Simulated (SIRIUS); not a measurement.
Here is a SIRIUS 7.10.0 calculation.

The input sirius.json:

```json
{
  "control": {
    "processing_unit": "cpu",
    "verbosity": 2,
    "num_bands_to_print": 10,
    "print_forces": true,
    "print_stress": true
  },
  "parameters": {
    "electronic_structure_method": "pseudopotential",
    "xc_functionals": ["XC_GGA_X_PBE", "XC_GGA_C_PBE"],
    "gk_cutoff": 6.0,
    "pw_cutoff": 12.0,
    "ngridk": [10, 10, 7],
    "shiftk": [0, 0, 0],
    "smearing": "fermi_dirac",
    "smearing_width": 0.0018374661,
    "num_bands": 10,
    "num_mag_dims": 0,
    "num_dft_iter": 100,
    "energy_tol": 1e-08,
    "density_tol": 1e-06
  },
  "iterative_solver": {
    "type": "davidson",
    "min_tolerance": 1e-09,
    "tolerance_scale": [0.1, 0.25]
  },
  "mixer": {
    "type": "anderson",
    "beta": 0.7,
    "max_history": 8
  },
  "settings": {
    "tol_ne": 1e-10,
    "pseudo_grid_cutoff": 6.5
  },
  "unit_cell": {
    "lattice_vectors": [
      [-3.074423645765, -3.074423645765, 2.495061810668],
      [-3.074423645765, 3.074423645765, 2.495061810668],
      [-6.148847291529, 0.0, -4.990123621336]
    ],
    "atom_coordinate_units": "lattice",
    "atom_types": ["Si"],
    "atom_files": {
      "Si": "Si.json"
    },
    "atoms": {
      "Si": [
        [0.587628, 0.492148, 0.377152],
        [0.903499, 0.003284, 0.129356]
      ]
    }
  }
}
```

Potentials or basis: PseudoDojo 0.4.1 PBE standard (scalar relativistic).

The run is started by

```sh
$ upf_to_json Si.upf
$ OMP_NUM_THREADS=1 sirius.scf --input=sirius.json --output=out.json --task=0
```

Problem. Estimate the band gap on the k mesh.

Solution. None (metal or under the smearing width).

Problem. Estimate the largest force.

Solution. 19.557 eV/Å.

Problem. Estimate the pressure.

Solution. 106.1 GPa.

Stress tensor (GPa, compression positive):
```
 86.36 -78.18 -14.24
-78.18 119.92  -8.58
-14.24  -8.58 112.06
```

Caveat: the cell as given lies far from equilibrium.
